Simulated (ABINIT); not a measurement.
Br:

```
Br
1.0
     3.36325   -2.32255    0.00000
     3.36325    2.32255    0.00000
     0.00000    0.00000    8.70230
Br
4
Direct
  0.36510 0.63490 0.39010
  0.13490 0.86510 0.89010
  0.63490 0.36510 0.60990
  0.86510 0.13490 0.10990
```

Program: ABINIT 10.8.3 (patched build). Alike in all runs: no spin polarisation; cell as given; smearing fermi-dirac 0.05 eV. Hardware: 1 thread of Arm Neoverse V1 (shared host).

**Question.** Order these runs on this cell by their wall time, lowest first.
A. task single point; level LDA; potentials or basis JTH PAW LDA v2.0; k mesh 4 × 4 × 2; cutoff (eV) 408; fine-grid cutoff 816.342 eV
B. task single point; level r2SCAN; potentials or basis JTH PAW PBE v2.0; k mesh 4 × 4 × 2; cutoff (eV) 490; fine-grid cutoff 979.61 eV
C. task band structure; level LDA-PZ; potentials or basis JTH PAW LDA v2.0; k mesh 7 × 7 × 3; cutoff (eV) 408; fine-grid cutoff 816.342 eV

**Answer.** A (16 s), B (76 s), C (160 s).

Caveats: the atomic spheres overlap.

Runs at the PBE level aren't shown here.
